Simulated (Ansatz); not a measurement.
ZrO₂:
```
ZrO2
1.0
    5.08535     0.00000     0.00000
    0.00000     5.18096     0.00000
   -0.86737     0.00000     5.16886
Zr O
4 8
Direct
  0.27773   0.04254   0.20930
  0.72227   0.54254   0.29070
  0.72227   0.95746   0.79070
  0.27773   0.45746   0.70930
  0.07252   0.34128   0.33723
  0.92748   0.84128   0.16277
  0.92748   0.65872   0.66277
  0.07252   0.15872   0.83723
  0.44768   0.75811   0.48146
  0.55232   0.25811   0.01854
  0.55232   0.24189   0.51854
  0.44768   0.74189   0.98146
```

Relaxed with LDA.

### Question
Decompose the optical modes at the zone centre into irreducible representations, and say which are infrared and Raman allowed.

### Answer
Point group 2/m: Γ_opt = 9Ag + 8Au + 9Bg + 7Bu. Infrared: Au, Bu. Raman: Ag, Bg.

### Question
Assign frequencies (DFPT, DFT-LDA in the program Ansatz with PAW potentials; without the LO–TO term).

### Answer
Ag 115, Bg 177, Ag 183, Au 183, Ag 192, Bg 225, Bu 230, Au 240, Au 260, Bu 313, Bg 320, Bu 322, Ag 325, Bg 333, Ag 353, Au 359, Bu 363, Ag 385, Bg 391, Au 404, Bu 420, Ag 470, Au 478, Bg 490, Bu 492, Bg 540, Ag 552, Au 580, Bg 610, Ag 635, Au 642, Bu 720, Bg 751 cm⁻¹.

Subscripts of B labels follow the axes of the standard setting.

Space group P2_1/c. The LDA relaxation kept the symmetry of its start. The run is not spin-polarised.

Potentials: the later of the program's two PAW sets.
